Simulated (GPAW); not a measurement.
# V (Im-3m) in GPAW: a series of runs

Aim: see how the results for V move with the level of theory and the settings. Levels: BLYP+D3(BJ), BLYP+D4, PBE. Tasks: relaxation of cell and atoms, single point.

Everything below comes from runs of GPAW 26.7.0. Logs are shortened: lines on timing, memory, paths and dates and some standing lists are left out, and cuts for length are marked. The log counts tension as positive stress, the text compression.

## 1. The crystal as given

It takes space group Im-3m (No. 229, cubic). The conventional cell has a = 3.029 Å, b = 3.029 Å, c = 3.029 Å, α = 90.00°, β = 90.00°, γ = 90.00°. V (site symmetry m-3m) is surrounded by 8 V at 2.62 Å.

## 2. Relaxation of cell and atoms, BLYP+D3(BJ), collinear spin, ferromagnetic start

Contents of run.py:

```python
from ase.calculators.mixing import SumCalculator
from ase.filters import FrechetCellFilter
from ase.io import read, write
from ase.optimize import BFGS
from dftd3.ase import DFTD3
from gpaw import GPAW, PW, setup_paths

setup_paths.insert(0, '.')

atoms = read('POSCAR')
atoms.set_initial_magnetic_moments([2.0])

calc = GPAW(mode=PW(600),
            xc='BLYP',
            kpts={'size': (12, 12, 12), 'gamma': True},
            occupations={'name': 'fermi-dirac', 'width': 0.05},
            nbands=15,
            convergence={'density': 1e-05, 'forces': 0.0001},
            eigensolver='davidson',
            maxiter=150,
            txt='gpaw.txt')
atoms.calc = SumCalculator([calc, DFTD3(method='blyp', damping='d3bj')])
opt = BFGS(FrechetCellFilter(atoms), trajectory='relax.traj', logfile='-')
done = opt.run(fmax=0.01, steps=40)
calc.write('gs.gpw')
write('result.traj', atoms)
print('Converged:', done)
print('Cell:', atoms.cell.cellpar().round(4))
print('Volume:', round(atoms.get_volume(), 4))
print(atoms.get_scaled_positions().round(5))
```

Contents of POSCAR:

```
V
1.0
   -1.5143500000      1.5143500000      1.5143500000
    1.5143500000     -1.5143500000      1.5143500000
    1.5143500000      1.5143500000     -1.5143500000
V
1
Direct
    0.0000000000      0.0000000000      0.0000000000
```

Potentials or basis: PAW data sets generated in the run's folder for this functional, pw.

Command:

```
$ gpaw-setup -f BLYP V
$ OMP_NUM_THREADS=1 python run.py
```

gpaw.txt:

```text
__  _  _
 | _ |_)|_||  |
 |__||  | ||/\| - 26.7.0

Input parameters:
  mode=PW(ecut=600.0),
  convergence={'density': 1e-05, 'forces': 0.0001},
  eigensolver=Davidson(niter=2),
  kpts=MonkhorstPack(size=(12, 12, 12), gamma=True),
  maxiter=150,
  nbands=15,
  occupations=Occupations(name='fermi-dirac', width=0.05),
  xc=XC(name='BLYP')

Diagonalizing LCAO Hamiltonian
Converting LCAO to pw mode

       V

Atoms  # Å, Bohr magnetons
|   | symbol |        x |        y |        z |    initial magnetic moments |
|---|--------|----------|----------|----------|-----------------------------|
| 0 |      V | 0.000000 | 0.000000 | 0.000000 | ( 0.0000,  0.0000,  2.0000) |

Unit cell  # Å
| periodic |         x |         y |         z |  lengths |     angles |
|----------|-----------|-----------|-----------|----------|------------|
|      yes | -1.514350 |  1.514350 |  1.514350 | 2.622931 | 109.471221 |
|      yes |  1.514350 | -1.514350 |  1.514350 | 2.622931 | 109.471221 |
|      yes |  1.514350 |  1.514350 | -1.514350 | 2.622931 | 109.471221 |

Number of symmetries: 48
Symmetry operations  # r_c * U_cc + t_c -> r_c
|    | kind |            matrix            |
|----|------|------------------------------|
|  0 |  σ   |  1, 1, 1,  0, 0,-1,  0,-1, 0 |
|  1 |  C4  |  1, 1, 1,  0, 0,-1, -1, 0, 0 |
|  2 |  C2  |  1, 1, 1,  0,-1, 0,  0, 0,-1 |
|  3 |  S6  |  1, 1, 1,  0,-1, 0, -1, 0, 0 |
|  4 |  S6  |  1, 1, 1, -1, 0, 0,  0, 0,-1 |
|  5 |  C4  |  1, 1, 1, -1, 0, 0,  0,-1, 0 |
|  6 |  E   |  1, 0, 0,  0, 1, 0,  0, 0, 1 |
|  7 |  σ   |  1, 0, 0,  0, 1, 0, -1,-1,-1 |
|  8 |  σ   |  1, 0, 0,  0, 0, 1,  0, 1, 0 |
|  9 |  C3  |  1, 0, 0,  0, 0, 1, -1,-1,-1 |
| 10 |  C3  |  1, 0, 0, -1,-1,-1,  0, 1, 0 |
| 11 |  σ   |  1, 0, 0, -1,-1,-1,  0, 0, 1 |
| 12 |  σ   |  0, 1, 0,  1, 0, 0,  0, 0, 1 |
| 13 |  C2  |  0, 1, 0,  1, 0, 0, -1,-1,-1 |
| 14 |  C3  |  0, 1, 0,  0, 0, 1,  1, 0, 0 |
| 15 |  S4  |  0, 1, 0,  0, 0, 1, -1,-1,-1 |
| 16 |  S4  |  0, 1, 0, -1,-1,-1,  1, 0, 0 |
[... 130 lines left out ...]
xc functional:
  name: BLYP with 2 nearest neighbor stencil

convergence criteria:
- Maximum integral of absolute [dens]ity change: 1e-05 electrons / valence electron
- Maximum change in the atomic [forces] across last 2 cycles: 0.0001 eV/Ang OR
Maximum error relative to the maximum force is below inf
- Maximum [total energy] change in last 3 cyles: 0.0005 eV / valence electron
- Maximum integral of absolute [eigenst]ate change: 4e-08 eV^2 / valence electron
maximum number of iterations: 150

SCF iterations
|iter     | |      energy | eigst |  dens |force |  magmom |
|---------|-|-------------|-------|-------|------|---------|
|iter:   1| |   -7.213739 | +0.21 |       |      |  +2.0073|
|iter:   2| |   -7.192701 | -1.08 | -0.85 |      |  +1.9461|
|iter:   3| |   -7.310690 | -1.61 | -0.88 |      |  +1.0092|
|iter:   4| |   -7.336563 | -3.02 | -1.39 |      |  +0.7639|
|iter:   5| |   -7.353103 | -3.25 | -1.58 |      |  +0.4365|
|iter:   6| |   -7.357355 | -4.31 | -2.06 |      |  +0.2999|
|iter:   7| |   -7.359978 | -3.62 | -2.25 |      |  +0.1471|
|iter:   8| |   -7.360211c| -3.96 | -2.75 |      |  +0.0657|
|iter:   9| |   -7.360203c| -4.47 | -2.94 |      |  +0.0270|
|iter:  10| |   -7.360205c| -5.31 | -3.25 |      |  +0.0010|
|iter:  11| |   -7.360205c| -6.60 | -3.78 |      |  +0.0028|
|iter:  12| |   -7.360205c| -7.48c| -4.11 |      |  +0.0015|
|iter:  13| |   -7.360205c| -8.91c| -4.57 |      |  +0.0005|
|iter:  14| |   -7.360205c| -9.47c| -5.17c|      |  +0.0001|
|iter:  15| |   -7.360205c|-10.29c| -5.91c|-24.48c|  -0.0000|

Converged in 15 steps
Energy contributions relative to reference atoms: (reference = -25828.193049)

Energy contributions:
  Kinetic:          -1.418820
  Coulomb:           0.836611
  Zero:              0.131808
  External:          0.000000
  Xc:               -6.899987
  Entropy:          -0.019635
  Spinorbit:         0.000000
  ----------------------------
  Free energy:      -7.370022
  Extrapolated:     -7.360205
[... 30 lines left out ...]
No gap
No difference between direct/indirect transitions

Stress tensor  # eV/Ang^3
|         x |         y |         z |
|-----------|-----------|-----------|
|  0.002685 | -0.000000 | -0.000000 |
| -0.000000 |  0.002685 | -0.000000 |
| -0.000000 | -0.000000 |  0.002685 |

Forces  # eV/Ang
|        x |       y |       z |
|----------|---------|---------|
| -0.00000 | 0.00000 | 0.00000 |  # V    0

Interpolating wave functions to new cell

       V

Atoms  # Å, Bohr magnetons
|   | symbol |         x |         y |        z |    initial magnetic moments |
|---|--------|-----------|-----------|----------|-----------------------------|
| 0 |      V | -0.000000 | -0.000000 | 0.000000 | ( 0.0000,  0.0000, -0.0000) |

Unit cell  # Å
| periodic |         x |         y |         z |  lengths |     angles |
|----------|-----------|-----------|-----------|----------|------------|
|      yes | -1.478657 |  1.478657 |  1.478657 | 2.561109 | 109.471221 |
|      yes |  1.478657 | -1.478657 |  1.478657 | 2.561109 | 109.471221 |
|      yes |  1.478657 |  1.478657 | -1.478657 | 2.561109 | 109.471221 |

Number of symmetries: 48
Symmetry operations  # r_c * U_cc + t_c -> r_c
|    | kind |            matrix            |
|----|------|------------------------------|
|  0 |  σ   |  1, 1, 1,  0, 0,-1,  0,-1, 0 |
|  1 |  C4  |  1, 1, 1,  0, 0,-1, -1, 0, 0 |
|  2 |  C2  |  1, 1, 1,  0,-1, 0,  0, 0,-1 |
|  3 |  S6  |  1, 1, 1,  0,-1, 0, -1, 0, 0 |
|  4 |  S6  |  1, 1, 1, -1, 0, 0,  0, 0,-1 |
|  5 |  C4  |  1, 1, 1, -1, 0, 0,  0,-1, 0 |
|  6 |  E   |  1, 0, 0,  0, 1, 0,  0, 0, 1 |
|  7 |  σ   |  1, 0, 0,  0, 1, 0, -1,-1,-1 |
[... 207 lines left out ...]
No gap
No difference between direct/indirect transitions

Stress tensor  # eV/Ang^3
|         x |         y |         z |
|-----------|-----------|-----------|
| -0.080846 |  0.000000 | -0.000000 |
|  0.000000 | -0.080846 |  0.000000 |
| -0.000000 |  0.000000 | -0.080846 |

Forces  # eV/Ang
|        x |        y |       z |
|----------|----------|---------|
| -0.00000 | -0.00000 | 0.00000 |  # V    0

Interpolating wave functions to new cell

       V

Atoms  # Å, Bohr magnetons
|   | symbol |         x |         y |        z |    initial magnetic moments |
|---|--------|-----------|-----------|----------|-----------------------------|
| 0 |      V | -0.000000 | -0.000000 | 0.000000 | ( 0.0000,  0.0000, -0.0000) |

Unit cell  # Å
| periodic |         x |         y |         z |  lengths |     angles |
|----------|-----------|-----------|-----------|----------|------------|
|      yes | -1.452843 |  1.452843 |  1.452843 | 2.516397 | 109.471221 |
|      yes |  1.452843 | -1.452843 |  1.452843 | 2.516397 | 109.471221 |
|      yes |  1.452843 |  1.452843 | -1.452843 | 2.516397 | 109.471221 |

Number of symmetries: 48
Symmetry operations  # r_c * U_cc + t_c -> r_c
|    | kind |            matrix            |
|----|------|------------------------------|
|  0 |  σ   |  1, 1, 1,  0, 0,-1,  0,-1, 0 |
|  1 |  C4  |  1, 1, 1,  0, 0,-1, -1, 0, 0 |
|  2 |  C2  |  1, 1, 1,  0,-1, 0,  0, 0,-1 |
|  3 |  S6  |  1, 1, 1,  0,-1, 0, -1, 0, 0 |
|  4 |  S6  |  1, 1, 1, -1, 0, 0,  0, 0,-1 |
|  5 |  C4  |  1, 1, 1, -1, 0, 0,  0,-1, 0 |
|  6 |  E   |  1, 0, 0,  0, 1, 0,  0, 0, 1 |
|  7 |  σ   |  1, 0, 0,  0, 1, 0, -1,-1,-1 |
[... 207 lines left out ...]
No gap
No difference between direct/indirect transitions

Stress tensor  # eV/Ang^3
|         x |         y |         z |
|-----------|-----------|-----------|
| -0.157991 |  0.000000 |  0.000000 |
|  0.000000 | -0.157991 | -0.000000 |
|  0.000000 | -0.000000 | -0.157991 |

Forces  # eV/Ang
|       x |        y |        z |
|---------|----------|----------|
| 0.00000 | -0.00000 | -0.00000 |  # V    0

Interpolating wave functions to new cell

       V

Atoms  # Å, Bohr magnetons
|   | symbol |         x |         y |        z |    initial magnetic moments |
|---|--------|-----------|-----------|----------|-----------------------------|
| 0 |      V | -0.000000 | -0.000000 | 0.000000 | ( 0.0000,  0.0000, -0.0000) |

Unit cell  # Å
| periodic |         x |         y |         z |  lengths |     angles |
|----------|-----------|-----------|-----------|----------|------------|
|      yes | -1.455735 |  1.455735 |  1.455735 | 2.521408 | 109.471221 |
|      yes |  1.455735 | -1.455735 |  1.455735 | 2.521408 | 109.471221 |
|      yes |  1.455735 |  1.455735 | -1.455735 | 2.521408 | 109.471221 |

Number of symmetries: 48
Symmetry operations  # r_c * U_cc + t_c -> r_c
|    | kind |            matrix            |
|----|------|------------------------------|
|  0 |  σ   |  1, 1, 1,  0, 0,-1,  0,-1, 0 |
|  1 |  C4  |  1, 1, 1,  0, 0,-1, -1, 0, 0 |
|  2 |  C2  |  1, 1, 1,  0,-1, 0,  0, 0,-1 |
|  3 |  S6  |  1, 1, 1,  0,-1, 0, -1, 0, 0 |
|  4 |  S6  |  1, 1, 1, -1, 0, 0,  0, 0,-1 |
|  5 |  C4  |  1, 1, 1, -1, 0, 0,  0,-1, 0 |
|  6 |  E   |  1, 0, 0,  0, 1, 0,  0, 0, 1 |
|  7 |  σ   |  1, 0, 0,  0, 1, 0, -1,-1,-1 |
[... 142 lines left out ...]
convergence criteria:
- Maximum integral of absolute [dens]ity change: 1e-05 electrons / valence electron
- Maximum change in the atomic [forces] across last 2 cycles: 0.0001 eV/Ang OR
Maximum error relative to the maximum force is below inf
- Maximum [total energy] change in last 3 cyles: 0.0005 eV / valence electron
- Maximum integral of absolute [eigenst]ate change: 4e-08 eV^2 / valence electron
maximum number of iterations: 150

SCF iterations
|iter     | |      energy | eigst |  dens |force |  magmom |
|---------|-|-------------|-------|-------|------|---------|
|iter:   1| |   -7.260180 |       |       |      |  -0.0000|
|iter:   2| |   -7.260081 | -4.65 | -2.69 |      |  -0.0000|
|iter:   3| |   -7.259740c| -4.97 | -2.74 |      |  -0.0000|
|iter:   4| |   -7.259748c| -6.66 | -3.46 |      |  -0.0000|
|iter:   5| |   -7.259750c| -6.99 | -3.85 |      |  -0.0000|
|iter:   6| |   -7.259750c| -8.80c| -4.59 |      |  -0.0000|
|iter:   7| |   -7.259750c| -8.97c| -4.84 |      |  -0.0000|
|iter:   8| |   -7.259750c|-10.93c| -6.50c|      |  -0.0000|
|iter:   9| |   -7.259750c|-12.40c| -6.67c|-25.79c|  -0.0000|

Converged in 9 steps
Energy contributions relative to reference atoms: (reference = -25828.193049)

Energy contributions:
  Kinetic:           4.571417
  Coulomb:          -3.499505
  Zero:              0.131698
  External:          0.000000
  Xc:               -8.456054
  Entropy:          -0.014613
  Spinorbit:         0.000000
  ----------------------------
  Free energy:      -7.267056
  Extrapolated:     -7.259750

dipole moment: (-3.510953, -3.510953, -3.510953)  # |e|*Ang
[... 28 lines left out ...]
No gap
No difference between direct/indirect transitions

Stress tensor  # eV/Ang^3
|         x |         y |         z |
|-----------|-----------|-----------|
| -0.148507 | -0.000000 |  0.000000 |
| -0.000000 | -0.148507 | -0.000000 |
|  0.000000 | -0.000000 | -0.148507 |

Forces  # eV/Ang
|       x |        y |        z |
|---------|----------|----------|
| 0.00000 | -0.00000 | -0.00000 |  # V    0

# Writing to gs.gpw (mode='')
```

Run time: 61 s. Hardware: 1 thread of Arm Neoverse V1, shared host; peak memory 0.2 GiB.

What came out:

```yaml
Free_energy: -9.0167 eV
Relaxed_volume: 12.34 Å³/atom
Relaxed_cell: a = 2.521 Å, b = 2.521 Å, c = 2.521 Å, α = 109.47°, β = 109.47°, γ = 109.47°
Space_group_after_relaxing_to_0.05_Å: Im-3m (No. 229)
Energy_gained_by_relaxing: 105.0 meV/atom
Ionic_steps: 4
Pressure_after_relaxing: -0.1 GPa
Band_gap_on_the_k_mesh: none (metal or under the smearing width)
Net_moment: 0.00 μB per cell
Dispersion_energy_per_atom: -1.750 eV
```

Step by step:
| step | energy change (eV) | largest force (eV/Å) | pressure (GPa) | volume (Å³) |
| --- | --- | --- | --- | --- |
| 1 | 0.0000 | 0.0000 | -19.26 | 13.89 |
| 2 | -0.0868 | 0.0000 | -8.79 | 12.93 |
| 3 | -0.1049 | 0.0000 | 1.18 | 12.27 |
| 4 | -0.1050 | 0.0000 | -0.06 | 12.34 |

Final structure:
```yaml
crystal:
  lattice:
    - [-1.45574, 1.45574, 1.45574]
    - [1.45574, -1.45574, 1.45574]
    - [1.45574, 1.45574, -1.45574]
  atoms:
    - { symbol: V, position: [0.00000, 0.00000, 0.00000] }
```

Caveat: each step starts from the last one's moments, so a moment once lost doesn't come back; later steps reuse the first step's grids; the volume moved by -11 % from the deposited cell, more than functionals usually miss; pairwise dispersion overbinds metals, which lowers pressure and volume.

## 3. Relaxation of cell and atoms, BLYP+D4, collinear spin, ferromagnetic start

Edit run.py of step 2 so:

```diff
@@ -4,3 +4,3 @@
 from ase.optimize import BFGS
-from dftd3.ase import DFTD3
+from dftd4.ase import DFTD4
 from gpaw import GPAW, PW, setup_paths
@@ -9,3 +9,3 @@
 
-atoms = read('POSCAR')
+atoms = read('V.xyz')
 atoms.set_initial_magnetic_moments([2.0])
@@ -21,5 +21,5 @@
             txt='gpaw.txt')
-atoms.calc = SumCalculator([calc, DFTD3(method='blyp', damping='d3bj')])
+atoms.calc = SumCalculator([calc, DFTD4(method='blyp')])
 opt = BFGS(FrechetCellFilter(atoms), trajectory='relax.traj', logfile='-')
-done = opt.run(fmax=0.01, steps=40)
+done = opt.run(fmax=0.02, steps=40)
 calc.write('gs.gpw')
```

Contents of V.xyz:

```xyz
1
Lattice="-1.5143500000 1.5143500000 1.5143500000 1.5143500000 -1.5143500000 1.5143500000 1.5143500000 1.5143500000 -1.5143500000" Properties=species:S:1:pos:R:3 pbc="T T T"
V      0.0000000000      0.0000000000      0.0000000000
```

Potentials or basis: PAW data sets generated in the run's folder for this functional, pw.

Command:

```
$ gpaw-setup -f BLYP V
$ OMP_NUM_THREADS=1 python run.py
```

It took 52 s on 1 thread of Arm Neoverse V1, shared host; peak memory 0.17 GiB.

Results (log left out):

```
Free energy                            : -7.9863 eV
Relaxed volume                         : 13.26 Å³/atom
Relaxed cell                           : a = 2.583 Å, b = 2.583 Å, c = 2.583 Å, α = 109.47°, β = 109.47°, γ = 109.47°
Space group after relaxing (to 0.05 Å) : Im-3m (No. 229)
Energy gained by relaxing              : 15.4 meV/atom
Ionic steps                            : 3
Pressure after relaxing                : 0.1 GPa
Band gap on the k mesh                 : none (metal or under the smearing width)
Net moment                             : 0.00 μB per cell
Dispersion energy per atom             : -0.630 eV
```

Step by step:
```tsv
step	energy change (eV)	largest force (eV/Å)	pressure (GPa)	volume (Å³)
1	0.0000	0.0000	-7.48	13.89
2	-0.0129	0.0000	-3.08	13.51
3	-0.0154	0.0000	0.13	13.26
```

Final structure:
```
CELL_PARAMETERS angstrom
-1.49112 1.49112 1.49112
1.49112 -1.49112 1.49112
1.49112 1.49112 -1.49112
ATOMIC_POSITIONS crystal
V 0.00000 0.00000 0.00000
```

Levels at points of the mesh, in eV from the Fermi level:
Spin up:
| k point | band 2 | band 3 | band 4 | band 5 | band 6 | band 7 | band 8 | band 9 | band 10 | band 11 |
| --- | --- | --- | --- | --- | --- | --- | --- | --- | --- | --- |
| (0.00, 0.00, 0.00) | -36.95 | -36.95 | -36.95 | -6.45 | 0.36 | 0.36 | 0.36 | 2.43 | 2.43 | 21.01 |
| (0.50, 0.50, 0.00) | -37.89 | -37.24 | -36.96 | -3.15 | -1.18 | 1.88 | 2.42 | 2.79 | 4.16 | 10.46 |
| (0.50, 0.50, 0.50) | -37.59 | -37.59 | -37.59 | -2.99 | -2.99 | 3.75 | 3.75 | 3.75 | 10.48 | 10.48 |
Spin down:
| k point | band 2 | band 3 | band 4 | band 5 | band 6 | band 7 | band 8 | band 9 | band 10 | band 11 |
| --- | --- | --- | --- | --- | --- | --- | --- | --- | --- | --- |
| (0.00, 0.00, 0.00) | -36.95 | -36.95 | -36.95 | -6.45 | 0.36 | 0.36 | 0.36 | 2.43 | 2.43 | 21.01 |
| (0.50, 0.50, 0.00) | -37.89 | -37.24 | -36.96 | -3.15 | -1.18 | 1.88 | 2.42 | 2.79 | 4.16 | 10.46 |
| (0.50, 0.50, 0.50) | -37.59 | -37.59 | -37.59 | -2.99 | -2.99 | 3.75 | 3.75 | 3.75 | 10.48 | 10.48 |

Caveat: each step starts from the last one's moments, so a moment once lost doesn't come back; later steps reuse the first step's grids; pairwise dispersion overbinds metals, which lowers pressure and volume.

## 4. Single point, PBE, collinear spin, ferromagnetic start

Contents of run.py:

```python
from ase.dft.bandgap import bandgap
from ase.io import read, write
from ase.units import GPa
from gpaw import GPAW, PW

atoms = read('POSCAR')
atoms.set_initial_magnetic_moments([2.0])

calc = GPAW(mode=PW(600),
            xc='PBE',
            kpts={'size': (12, 12, 12), 'gamma': True},
            occupations={'name': 'methfessel-paxton', 'order': 0, 'width': 0.027000000000000003},
            nbands=15,
            convergence={'density': 1e-05, 'energy': 1e-05},
            maxiter=150,
            txt='gpaw.txt')
atoms.calc = calc
energy = atoms.get_potential_energy()
forces = atoms.get_forces()
stress = atoms.get_stress()
calc.write('gs.gpw')
write('result.traj', atoms)
print(f'Energy: {energy:.6f} eV')
print('Forces (eV/A):')
print(forces.round(4))
print('Stress (GPa):', (stress / GPa).round(3))
print('Moments:', calc.get_magnetic_moments().round(3))
print('Fermi level:', round(calc.get_fermi_level(), 4), 'eV')
print(f'Gap: {bandgap(calc)[0]:.4f} eV, direct: {bandgap(calc, direct=True)[0]:.4f} eV')
```

POSCAR is that of step 2.

Potentials or basis: GPAW PAW data sets (gpaw-data 1.2.1), pw.

Command:

```
$ OMP_NUM_THREADS=1 python run.py
```

Run time: 29 s. Hardware: 1 thread of Arm Neoverse V1, shared host; peak memory 0.15 GiB.

It converged, with:

- Free energy: -8.5003 eV
- Pressure: -4.2 GPa
- Band gap on the k mesh: none (metal or under the smearing width)
- Net moment: 0.11 μB per cell
- Site moments: V +0.09 μB

Levels at points of the mesh, in eV from the Fermi level:
Spin up:
```csv
k point,band 4,band 5,band 6,band 7,band 8,band 9
"(0.00, 0.00, 0.00)",-37.15,-6.49,0.38,0.38,0.38,2.32
"(0.50, 0.50, 0.00)",-37.16,-3.04,-1.08,1.53,2.31,2.66
"(0.50, 0.50, 0.50)",-37.71,-2.82,-2.82,3.56,3.56,3.56
```
Spin down:
| k point | band 4 | band 5 | band 6 | band 7 | band 8 | band 9 |
| --- | --- | --- | --- | --- | --- | --- |
| (0.00, 0.00, 0.00) | -37.06 | -6.44 | 0.49 | 0.49 | 0.49 | 2.38 |
| (0.50, 0.50, 0.00) | -37.07 | -2.97 | -0.97 | 1.58 | 2.39 | 2.72 |
| (0.50, 0.50, 0.50) | -37.62 | -2.77 | -2.77 | 3.67 | 3.67 | 3.67 |

[end of part 1 of 2]
